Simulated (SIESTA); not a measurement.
# Re under changes of volume

One of the cells (15.008 Å³/atom); the others are scaled copies at fixed shape and fractional positions:

```
Re
1.0
     2.77908    0.00000    0.00000
    -1.38954    2.40676    0.00000
     0.00000    0.00000    4.48773
Re
2
Direct
  0.66667 0.33333 0.75000
  0.33333 0.66667 0.25000
```

```yaml
Program: SIESTA 5.4.2
Functional: PBEsol
Potentials_or_basis: PseudoDojo 0.4 standard (PBEsol files)
Basis: DZP (energy shift 0.003 Ry; two zetas on semicore shells)
Grid_cutoff: 800 Ry
Energy_shift: 0.003 Ry
k_mesh: 11 × 11 × 6
Occupations: fermi-dirac, width 0.05 eV
Spin: no spin polarisation
```

```tsv
volume (Å³/atom)	energy over the lowest point (meV/atom)	pressure (GPa)
13.831	62.19	27.2
14.125	22.19	16.9
14.420	0.00	7.6
15.008	2.97	-8.4
15.303	24.67	-14.9
15.597	?	?
```

Task: What does the run at 15.597 Å³/atom give?

Result: Energy over the lowest point 58.08 meV/atom; pressure -21.0 GPa.

Worked out: A Birch-Murnaghan fit of order 3 (a polynomial in V^(-2/3)) to the other rows has its minimum at 14.68 Å³/atom with B0 = V·E''(V) = 399 GPa and B' = 4.5 at fixed shape and positions, which overstates the stiffness. It gives 58.01 meV/atom at 15.597 Å³/atom, against the run's 58.08, and -dE/dV = -21.1 GPa, against -21.0.

Energies are extrapolated to zero smearing.

Caveats: short orbitals over semicore shells can move pressures by several GPa; the basis of atomic orbitals isn't converged, which shifts pressures, moduli and gaps.
